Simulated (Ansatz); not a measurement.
## CdSe and the effect of spin-orbit coupling

```
Cd Se
1.0
     4.30000    0.00000    0.00000
    -2.15000    3.72391    0.00000
     0.00000    0.00000    7.02000
Cd Se
2 2
Direct
  0.66667 0.33333 0.50000
  0.33333 0.66667 0.00000
  0.66667 0.33333 0.88500
  0.33333 0.66667 0.38500
```

Kept alike: task band structure; functional PBEsol; k mesh 7 × 7 × 4; occupations fermi-dirac, width 0.05 eV. Program: Ansatz, Ansatz PAW, cutoff 420 eV. The mesh is that of the run's cell of 4 atoms.

| spin-orbit coupling | band gap (eV) |
| --- | --- |
| off | 0.578 |
| on | 0.462 |

Gaps are the smaller of the mesh's and the band path's. All rows use potentials made for PBE.

Question: What does spin-orbit coupling change here?

Answer: The band gap runs from 0.462 (on) to 0.578 eV (off). Spin-orbit coupling splits p and d bands at the edges, and the more so the heavier the atoms. Measured: 1.841 eV at 2 K (a printed reference work); nearest off, 1.263 eV off. Semilocal gaps fall short of quasiparticle gaps.
